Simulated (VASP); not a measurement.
# AlP (F-43m) in VASP: settings compared, part 2 of 2

VASP 6.6.1. The steps go on from the part before.

### 4 Single point, r2SCAN

POSCAR reads:

```
AlP
1.0
    0.0000000000      2.7392607946      2.7392607946
    2.7392607946      0.0000000000      2.7392607946
    2.7392607946      2.7392607946      0.0000000000
Al P
1 1
Direct
    0.0000000000      0.0000000000      0.0000000000
    0.2500000000      0.2500000000      0.2500000000
```

INCAR.step1 reads:

```
SYSTEM = AlP
ALGO = Normal ; EDIFF = 1E-5
ENCUT = 550 ; GGA = PE
GGA_COMPAT = .FALSE. ; ISMEAR = 0
LASPH = .TRUE. ; LCHARG = .FALSE.
LREAL = .FALSE. ; LWAVE = .TRUE.
NBANDS = 11 ; NELM = 120
PREC = Accurate ; SIGMA = 0.01
```

INCAR.step2 reads:

```
SYSTEM = AlP
ALGO = Normal ; EDIFF = 1E-6
ENCUT = 550 ; GGA_COMPAT = .FALSE.
ISIF = 2 ; ISMEAR = 0
ISTART = 1 ; LASPH = .TRUE.
LCHARG = .FALSE. ; LMIXTAU = .TRUE.
LREAL = .FALSE. ; LWAVE = .FALSE.
METAGGA = R2SCAN ; NBANDS = 11
NELM = 120 ; PREC = Accurate
SIGMA = 0.01
```

KPOINTS reads:

```
k-points
0
G
  6 6 6
  0 0 0
```

Potentials or basis: VASP PAW PBE potentials, release 64 (Al, P).

On the command line:

```bash
$ cat potpaw_PBE.64/Al/POTCAR potpaw_PBE.64/P/POTCAR > POTCAR
$ cp INCAR.step1 INCAR
$ mpirun -np 1 vasp_std > vasp.out
$ cp INCAR.step2 INCAR
$ mpirun -np 1 vasp_std > vasp.out
```

OUTCAR:

```text
SYSTEM = AlP
   EDIFF = 1E-6
   ENCUT = 550
   ISIF = 2
   ISMEAR = 0
   ISTART = 1
   LASPH = .TRUE.
   LREAL = .FALSE.
   METAGGA = R2SCAN
   NELM = 120
   PREC = Accurate

 ion  position               nearest neighbor table
   1  0.000  0.000  0.000-   2 2.37   2 2.37   2 2.37   2 2.37
   2  0.250  0.250  0.250-   1 2.37   1 2.37   1 2.37   1 2.37

  LATTYP: Found a face centered cubic cell.
 ALAT       =     5.4785215892

  Lattice vectors:

 A1 = (   0.0000000000,   2.7392607946,   2.7392607946)
 A2 = (   2.7392607946,   0.0000000000,   2.7392607946)
 A3 = (   2.7392607946,   2.7392607946,   0.0000000000)

Analysis of symmetry for initial positions (statically):
=====================================================================
 Subroutine PRICEL returns:
 Original cell was already a primitive cell.

 Routine SETGRP: Setting up the symmetry group for a
 face centered cubic supercell.

 Subroutine GETGRP returns: Found 24 space group operations
 (whereof 24 operations were pure point group operations)
 out of a pool of 48 trial point group operations.

The static configuration has the point symmetry T_d .

[... 163 lines left out ...]
      3       4.3180      2.00000
      4       4.3180      2.00000
      5       8.2273      0.00000
      6       9.2774      0.00000
      7       9.2774      0.00000
      8       9.2774      0.00000
      9      13.6149      0.00000
     10      13.6149      0.00000
     11      15.4352      0.00000
[... 197 lines left out ...]
 k-point    16 :      -0.3333    0.5000    0.1667
  band No.  band energies     occupation
      1      -5.1754      2.00000
      2      -0.8008      2.00000
      3       1.3528      2.00000
      4       1.6169      2.00000
      5       8.0020      0.00000
      6       9.0523      0.00000
      7      12.5512      0.00000
      8      12.8879      0.00000
      9      16.3815      0.00000
     10      16.9422      0.00000
     11      18.4501      0.00000

------------------------ aborting loop because EDIFF is reached ----------------------------------------

  FORCE on cell =-STRESS in cart. coord.  units (eV):
  Direction    XX          YY          ZZ          XY          YZ          ZX
  --------------------------------------------------------------------------------------
  -------------------------------------------------------------------------------------
  Total       -0.0686018     -0.0686018     -0.0686018      0.0000000     -0.0000000      0.0000000
  in kB       -2.6737185     -2.6737185     -2.6737185      0.0000000     -0.0000000      0.0000000
  external PRESSURE =      -2.6737185 kB  Pullay stress =       0.0000000 kB

 VOLUME and BASIS-vectors are now :
 -----------------------------------------------------------------------------
  energy-cutoff  :      550.00
  volume of cell :       41.11
      direct lattice vectors                 reciprocal lattice vectors
     0.000000000  2.739260795  2.739260795    -0.182530996  0.182530996  0.182530996
     2.739260795  0.000000000  2.739260795     0.182530996 -0.182530996  0.182530996
     2.739260795  2.739260795  0.000000000     0.182530996  0.182530996 -0.182530996

 POSITION                                       TOTAL-FORCE (eV/Angst)
 -----------------------------------------------------------------------------------
      0.00000      0.00000      0.00000        -0.000000      0.000000      0.000000
      1.36963      1.36963      1.36963         0.000000     -0.000000     -0.000000
 -----------------------------------------------------------------------------------
    total drift:                               -0.000000     -0.000000     -0.000000

  FREE ENERGIE OF THE ION-ELECTRON SYSTEM (eV)
  ---------------------------------------------------
  free  energy   TOTEN  =       -17.2031938207 eV

  energy  without entropy=      -17.2031938207  energy(sigma->0) =      -17.20319382
```

Run time: 28 s. Hardware: 1 thread of Intel Xeon Platinum 8559C (Emerald Rapids), shared host; peak memory 0.16 GiB.

Results:

- Free energy: -17.2032 eV
- Pressure: -0.3 GPa
- Band gap on the k mesh: 1.93 eV, indirect (least direct gap 3.91 eV)

Caveat: the PAW data sets were made with another functional, which shifts forces and pressure a little.

### 5 The runs side by side

| level | potentials or basis | k mesh | cutoff (eV) | gap on the mesh (eV) | pressure (GPa) |
| --- | --- | --- | --- | --- | --- |
| PBE | VASP PAW PBE potentials, release 64 (Al, P) | 6 × 6 × 6 | 500 | 1.60 | 1.3 |
| LDA | VASP PAW LDA potentials, release 64 (Al, P) | 8 × 8 × 8 | 500 | 1.46 | -2.1 |
| r2SCAN | VASP PAW PBE potentials, release 64 (Al, P) | 6 × 6 × 6 | 550 | 1.93 | -0.3 |

Alike in all rows: task single point; no spin polarisation; cell as given; smearing gaussian 0.01 eV.

Caveats: the PAW data sets were made with another functional, which shifts forces and pressure a little (some runs).

Total energies depend on the potentials used, so only differences within one code and one set of settings carry meaning.

### 6 How close it comes

Step 2. A measured gap of AlP is 2.505 eV (indirect; 4.2 K; a printed reference work, data compilation); the calculated 1.60 eV misses it by -0.91 eV. The value is that of PBE on a finite k mesh, which can miss the band edges, without temperature or zero-point motion. Semilocal functionals fall short of measured gaps as a rule.

Step 3. Against the measured gap of AlP, 2.505 eV (indirect; 4.2 K; a printed reference work, data compilation), the calculated 1.46 eV is off by -1.04 eV. The value is that of LDA on a finite k mesh, which can miss the band edges, without temperature or zero-point motion. Semilocal functionals fall short of measured gaps as a rule.

Step 4. Measured gap of AlP: 2.505 eV (indirect; 4.2 K; a printed reference work, data compilation). This calculation gives 1.93 eV (-0.58 eV). The value is that of r2SCAN on a finite k mesh, which can miss the band edges, without temperature or zero-point motion.
